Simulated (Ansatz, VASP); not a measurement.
# La2O3: VASP beside Ansatz

```
La O
1.0
     3.92877    0.00000    0.00000
    -1.96438    3.40241    0.00000
     0.00000    0.00000    6.09609
La O
2 3
Direct
  0.66667 0.33333 0.75435
  0.33333 0.66667 0.24565
  0.66667 0.33333 0.35357
  0.33333 0.66667 0.64643
  0.00000 0.00000 0.00000
```

Alike in both runs: functional r2SCAN; dispersion D4; k mesh 6 × 6 × 4; no spin polarisation.

Ansatz relaxed the structure, and its values are those at the end. VASP's run is a single point on that final structure, the one shown.

|  | VASP | Ansatz |
| --- | --- | --- |
| version | VASP 6.6.1 | Ansatz 0.2.0 |
| potentials or method | VASP PAW PBE potentials, release 64 (La, O) | plane waves, PAW |
| plane-wave cutoff (eV) | 520 | 571 |
| occupations | gaussian, width 0.01 eV | fixed |
| valence electrons in the cell | 40 | 40 |

```csv
,VASP,Ansatz,Ansatz less VASP
pressure (GPa),-0.5,0.0,+0.45
rms of the force components (eV/Å),0.010,0.002,-0.0086
dispersion energy (meV/atom),-93.0,-93.1,-0.15
```

Caveats: the PAW data sets were made with another functional, which shifts forces and pressure a little (VASP). A k mesh can miss the band edges.
